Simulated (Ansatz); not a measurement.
ZnO: energy along a strain

ZnO, Fm-3m, a = 4.339 Å (as given, not relaxed at this level: -15.0 GPa). This isn't the usual stable structure of the compound. Ansatz: LDA, PAW, 420 eV, Γ-centred 12×12×12 mesh on 2 atoms, Gaussian smearing 0.05 eV; no spin polarisation. Cell vectors (Å): 0.000 2.169 2.169; 2.169 0.000 2.169; 2.169 2.169 0.000. The cell is strained by x per cent times the pattern (0 0 0 0 1 0) in the order xx yy zz yz xz xy (engineering shears), with fractional coordinates held. y is the free energy over the start, V0 = 10.210 Å³/atom. Symmetry makes y even in x.

```tsv
x (%)	y (meV/atom)
-6.00	9.24
-3.00	2.30
0.00	0.00
0.75	0.16
1.50	0.59
2.25	?
3.75	3.61
4.50	5.20
5.25	7.07
```

Problem. Fit y = c2 x² + c4 x⁴ to the other rows, get the stiffness along the pattern, and predict the missing energy.

Solution. Least squares on the rows shown. y = 0.2566 x² + 2.167×10⁻⁶ x⁴. The clamped-ion stiffness p·C·p = 2 × 2.566 eV × 160.2 / 10.210 Å³ = 81 GPa, which is C55 in these axes (C44 of the cubic crystal) (second derivative at the start, which stands under stress). At x = 2.25 the fit asked for gives 1.30 meV/atom. The run gave 1.30 meV/atom, the same to the digits shown.